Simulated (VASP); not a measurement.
Wanted: the native input for a VASP 6.6.1 run.

```
Task                   : single point
Functional             : PBE
Dispersion             : D3(BJ)
Potentials or basis    : VASP PAW PBE potentials, release 64 (Be, C)
Cutoff                 : 520 eV
k mesh                 : 12 × 12 × 12
Occupations            : gaussian, width 0.02 eV
Spin                   : no spin polarisation
Dipole correction      : no
Further INCAR settings : ALGO = Normal; EDIFF = 1e-07; NBANDS = 11
```

The structure of Be2C lies in POSCAR:

```
Be2C
1.0
    0.0000000000      2.1372097781      2.1372097781
    2.1372097781      0.0000000000      2.1372097781
    2.1372097781      2.1372097781      0.0000000000
Be C
2 1
Direct
    0.2500000000      0.2500000000      0.2500000000
    0.7500000000      0.7500000000      0.7500000000
    0.0000000000      0.0000000000      0.0000000000
```

The cell isn't the ideal one: relaxed again under DFT PBE+D3(BJ), scalar-relativistic, plane waves, PAW.

The input as run:

INCAR

```
PREC = Accurate ; ENCUT = 520
EDIFF = 1E-7 ; ISMEAR = 0
SIGMA = 0.02 ; LREAL = False
LASPH = True ; NELM = 80
ALGO = Normal ; ISIF = 2
LWAVE = False ; LCHARG = True
GGA = PE ; IVDW = 12
LELF = True ; LVHAR = True
NBANDS = 11
```

KPOINTS

```
regular mesh
0
Gamma
  12 12 12
```

Potentials or basis: VASP PAW PBE potentials, release 64 (Be, C).

Run with:

```console
$ cat potpaw_PBE.64/Be/POTCAR potpaw_PBE.64/C/POTCAR > POTCAR
$ mpirun -np 1 vasp_std > vasp.out
```

It gave:

The pressure is 0.4 GPa, the band gap on the k mesh is 1.17 eV, indirect (least direct gap 4.20 eV) and the dispersion energy per atom is -0.325 eV.

It took 6.2 s on 1 thread of Intel(R) Xeon(R) 6975P-C (Granite Rapids) (shared host), peak memory 0.15 GiB.
